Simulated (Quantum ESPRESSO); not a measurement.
# TaN (Fm-3m) in Quantum ESPRESSO: further runs, part 2 of 2

Quantum ESPRESSO 7.5. The steps go on from the part before.

## 3. Single point, PBEsol, 10.16 Å³/atom

Input file pw.in:

```
&CONTROL
  calculation = 'scf'
  prefix = 'pwscf'
  outdir = './tmp'
  pseudo_dir = './pseudo'
  tprnfor = .true.
  tstress = .true.
  disk_io = 'nowf'
/
&SYSTEM
  ibrav = 0
  nat = 2
  ntyp = 2
  ecutwfc = 84
  nbnd = 15
  occupations = 'smearing'
  smearing = 'fd'
  degauss = 0.00367493
/
&ELECTRONS
  conv_thr = 4d-10
  electron_maxstep = 120
  mixing_beta = 0.5
/
ATOMIC_SPECIES
Ta   180.9479 Ta.upf
N     14.0070 N.upf
CELL_PARAMETERS angstrom
   0.0000000000    2.1661812927    2.1661812927
   2.1661812927    0.0000000000    2.1661812927
   2.1661812927    2.1661812927    0.0000000000
ATOMIC_POSITIONS crystal
Ta     0.5000000000    0.5000000000    0.5000000000
N      0.0000000000    0.0000000000    0.0000000000
K_POINTS automatic
10 10 10 0 0 0
```

Potentials or basis: PseudoDojo 0.4.1 SR PBEsol standard.

Started as:

```
> OMP_NUM_THREADS=1 pw.x -in pw.in > pw.out
```

pw.out:

```text
This program is part of the open-source Quantum ESPRESSO suite
     for quantum simulation of materials; please cite
[... 9 lines left out ...]
     --------------------
     sticks:   dense  smooth     PW     G-vecs:    dense   smooth      PW
     Sum         769     769    241                14211    14211    2421

     Using Slab Decomposition

     bravais-lattice index     =            0
     lattice parameter (alat)  =       5.7891  a.u.
     unit-cell volume          =     137.1864 (a.u.)^3
     number of atoms/cell      =            2
     number of atomic types    =            2
     number of electrons       =        18.00
     number of Kohn-Sham states=           15
     kinetic-energy cutoff     =      84.0000  Ry
     charge density cutoff     =     336.0000  Ry
     scf convergence threshold =      4.0E-10
     mixing beta               =       0.5000
     number of iterations used =            8  plain     mixing
     Exchange-correlation= PBESOL
                           (   1   4  10   8   0   0   0)

     celldm(1)=   5.789068  celldm(2)=   0.000000  celldm(3)=   0.000000
     celldm(4)=   0.000000  celldm(5)=   0.000000  celldm(6)=   0.000000

     crystal axes: (cart. coord. in units of alat)
               a(1) = (   0.000000   0.707107   0.707107 )
               a(2) = (   0.707107   0.000000   0.707107 )
               a(3) = (   0.707107   0.707107   0.000000 )

     reciprocal axes: (cart. coord. in units 2 pi/alat)
               b(1) = ( -0.707107  0.707107  0.707107 )
[... 94 lines left out ...]
     Starting wfcs are   14 randomized atomic wfcs +    1 random wfcs

     Self-consistent Calculation

     iteration #  1     ecut=    84.00 Ry     beta= 0.50
     Davidson diagonalization with overlap
     ethr =  1.00E-02,  avg # of iterations =  4.2

     total energy              =    -150.82427833 Ry
     estimated scf accuracy    <       0.44295038 Ry
[... 64 lines left out ...]
     iteration # 11     ecut=    84.00 Ry     beta= 0.50
     Davidson diagonalization with overlap
     ethr =  7.93E-12,  avg # of iterations =  1.4

     End of self-consistent calculation

          k = 0.0000 0.0000 0.0000 (  1807 PWs)   bands (ev):

   -46.9865 -13.1835 -13.1835 -13.1835   3.2994  18.4977  18.4977  18.4977
    20.1992  20.1992  20.1992  22.4998  22.4998  24.3659  31.5659

          k = 0.0707 0.0707-0.0707 (  1798 PWs)   bands (ev):
[... 146 lines left out ...]
   -46.8931 -14.0447 -13.5197 -13.5197   4.5679  15.7241  16.6459  17.7145
    17.7145  24.7016  26.2707  26.2707  27.4932  29.7290  31.5953

          k = 0.2828 0.1414 0.0000 (  1790 PWs)   bands (ev):

   -46.9484 -13.6410 -13.3404 -13.2467   4.6768  14.3042  16.2569  16.6601
    19.9740  22.8929  23.3163  24.0693  26.1965  29.0785  35.5690

          k = 0.3536 0.2121-0.0707 (  1787 PWs)   bands (ev):
[... 71 lines left out ...]
   -46.8930 -13.8677 -13.7055 -13.5488   5.2481  14.9352  15.5008  15.5573
    21.0584  23.4157  26.2840  26.6488  27.5148  32.3741  33.7985

     the Fermi energy is    22.4611 ev

!    total energy              =    -150.99042023 Ry
     estimated scf accuracy    <          5.6E-12 Ry
     smearing contrib. (-TS)   =      -0.00039530 Ry
     internal energy E=F+TS    =    -150.99002493 Ry

     The total energy is F=E-TS. E is the sum of the following terms:
     one-electron contribution =      -3.75695678 Ry
     hartree contribution      =      14.41580448 Ry
     xc contribution           =     -35.70149353 Ry
     ewald contribution        =    -125.94737910 Ry

     convergence has been achieved in  11 iterations

     Forces acting on atoms (cartesian axes, Ry/au):

     atom    1 type  1   force =     0.00000000    0.00000000    0.00000000
     atom    2 type  2   force =     0.00000000    0.00000000    0.00000000

     Total force =     0.000000     Total SCF correction =     0.000000

     Computing stress (Cartesian axis) and pressure

          total   stress  (Ry/bohr**3)                   (kbar)     P=      106.11
   0.00072134  -0.00000000   0.00000000          106.11       -0.00        0.00
  -0.00000000   0.00072134  -0.00000000           -0.00      106.11       -0.00
  -0.00000000  -0.00000000   0.00072134           -0.00       -0.00      106.11

=------------------------------------------------------------------------------=
   JOB DONE.
=------------------------------------------------------------------------------=
```

Run time: 14 s. Hardware: 1 thread of INTEL XEON PLATINUM 8581C at 2.10GHz (Emerald Rapids), shared host; peak memory 0.08 GiB.

Results:

* Free energy: -2054.3293 eV
* Pressure: 10.6 GPa
* Band gap on the k mesh: none (metal or under the smearing width)

## 4. Single point, PBEsol, 10.38 Å³/atom

Changes to pw.in since step 3:

```diff
@@ -28,5 +28,5 @@
 CELL_PARAMETERS angstrom
-   0.0000000000    2.1661812927    2.1661812927
-   2.1661812927    0.0000000000    2.1661812927
-   2.1661812927    2.1661812927    0.0000000000
+   0.0000000000    2.1814365931    2.1814365931
+   2.1814365931    0.0000000000    2.1814365931
+   2.1814365931    2.1814365931    0.0000000000
 ATOMIC_POSITIONS crystal
```

Started as:

```
> OMP_NUM_THREADS=1 pw.x -in pw.in > pw.out
```

Wall time 14 s (1 thread of INTEL XEON PLATINUM 8581C at 2.10GHz (Emerald Rapids), shared host); peak memory 0.08 GiB.

It converged, with:

```
Free energy            : -2054.3469 eV
Pressure               : 2.5 GPa
Band gap on the k mesh : none (metal or under the smearing width)
```

## 5. Single point, PBEsol, 10.60 Å³/atom

Changes to pw.in since step 4:

```diff
@@ -28,5 +28,5 @@
 CELL_PARAMETERS angstrom
-   0.0000000000    2.1814365931    2.1814365931
-   2.1814365931    0.0000000000    2.1814365931
-   2.1814365931    2.1814365931    0.0000000000
+   0.0000000000    2.1964814589    2.1964814589
+   2.1964814589    0.0000000000    2.1964814589
+   2.1964814589    2.1964814589    0.0000000000
 ATOMIC_POSITIONS crystal
```

Started as:

```
> OMP_NUM_THREADS=1 pw.x -in pw.in > pw.out
```

Run time: 15 s. Hardware: 1 thread of INTEL XEON PLATINUM 8581C at 2.10GHz (Emerald Rapids), shared host; peak memory 0.08 GiB.

It converged, with:

* Free energy: -2054.3438 eV
* Pressure: -4.7 GPa
* Band gap on the k mesh: none (metal or under the smearing width)

## 6. Single point, PBEsol, 10.81 Å³/atom

Changes to pw.in since step 5:

```diff
@@ -28,5 +28,5 @@
 CELL_PARAMETERS angstrom
-   0.0000000000    2.1964814589    2.1964814589
-   2.1964814589    0.0000000000    2.1964814589
-   2.1964814589    2.1964814589    0.0000000000
+   0.0000000000    2.2113230000    2.2113230000
+   2.2113230000    0.0000000000    2.2113230000
+   2.2113230000    2.2113230000    0.0000000000
 ATOMIC_POSITIONS crystal
```

Potentials or basis: PseudoDojo 0.4.1 SR PBEsol standard.

Started as:

```
> OMP_NUM_THREADS=1 pw.x -in pw.in > pw.out
```

Run time: 15 s. Hardware: 1 thread of INTEL XEON PLATINUM 8581C at 2.10GHz (Emerald Rapids), shared host; peak memory 0.08 GiB.

The run converged. Its results:

```yaml
Free_energy: -2054.3223 eV
Pressure: -11.2 GPa
Band_gap_on_the_k_mesh: none (metal or under the smearing width)
```

## 7. Single point, PBEsol, 11.03 Å³/atom

Changes to pw.in since step 6:

```diff
@@ -28,5 +28,5 @@
 CELL_PARAMETERS angstrom
-   0.0000000000    2.2113230000    2.2113230000
-   2.2113230000    0.0000000000    2.2113230000
-   2.2113230000    2.2113230000    0.0000000000
+   0.0000000000    2.2259679500    2.2259679500
+   2.2259679500    0.0000000000    2.2259679500
+   2.2259679500    2.2259679500    0.0000000000
 ATOMIC_POSITIONS crystal
```

Started as:

```
> OMP_NUM_THREADS=1 pw.x -in pw.in > pw.out
```

It took 15 s on 1 thread of INTEL XEON PLATINUM 8581C at 2.10GHz (Emerald Rapids), shared host; peak memory 0.08 GiB.

Results (log left out):

```yaml
Free_energy: -2054.2843 eV
Pressure: -16.9 GPa
Band_gap_on_the_k_mesh: none (metal or under the smearing width)
```

## 8. Single point, PBEsol, 11.25 Å³/atom

Changes to pw.in since step 7:

```diff
@@ -28,5 +28,5 @@
 CELL_PARAMETERS angstrom
-   0.0000000000    2.2259679500    2.2259679500
-   2.2259679500    0.0000000000    2.2259679500
-   2.2259679500    2.2259679500    0.0000000000
+   0.0000000000    2.2404226923    2.2404226923
+   2.2404226923    0.0000000000    2.2404226923
+   2.2404226923    2.2404226923    0.0000000000
 ATOMIC_POSITIONS crystal
```

Started as:

```
> OMP_NUM_THREADS=1 pw.x -in pw.in > pw.out
```

Wall time 15 s (1 thread of INTEL XEON PLATINUM 8581C at 2.10GHz (Emerald Rapids), shared host); peak memory 0.08 GiB.

It converged, with:

| Item | Value |
| --- | --- |
| Free energy | -2054.2315 eV |
| Pressure | -22.1 GPa |
| Band gap on the k mesh | none (metal or under the smearing width) |

## 9. Single point, PBEsol, 11.46 Å³/atom

Changes to pw.in since step 8:

```diff
@@ -28,5 +28,5 @@
 CELL_PARAMETERS angstrom
-   0.0000000000    2.2404226923    2.2404226923
-   2.2404226923    0.0000000000    2.2404226923
-   2.2404226923    2.2404226923    0.0000000000
+   0.0000000000    2.2546932853    2.2546932853
+   2.2546932853    0.0000000000    2.2546932853
+   2.2546932853    2.2546932853    0.0000000000
 ATOMIC_POSITIONS crystal
```

Potentials or basis: PseudoDojo 0.4.1 SR PBEsol standard.

Started as:

```
> OMP_NUM_THREADS=1 pw.x -in pw.in > pw.out
```

It took 15 s on 1 thread of INTEL XEON PLATINUM 8581C at 2.10GHz (Emerald Rapids), shared host; peak memory 0.08 GiB.

The run converged. Its results:

```
Free energy            : -2054.1656 eV
Pressure               : -26.7 GPa
Band gap on the k mesh : none (metal or under the smearing width)
```

## 10. Equation of state, PBEsol

Potentials or basis: PseudoDojo 0.4.1 SR PBEsol standard.

This step only gathers the single runs of the series.

What came out:

```
Equilibrium volume                      : 10.45 Å³/atom
Bulk modulus                            : 355 GPa
Pressure derivative of the bulk modulus : 4.4
```

Energy against volume, from the lowest point:
```csv
volume (Å³/atom),energy (meV/atom)
10.164,8.79
10.381,0.00
10.597,1.53
10.813,12.29
11.030,31.30
11.246,57.68
11.462,90.65
```

The run has no spin-orbit coupling, so splittings on Ta are missing.
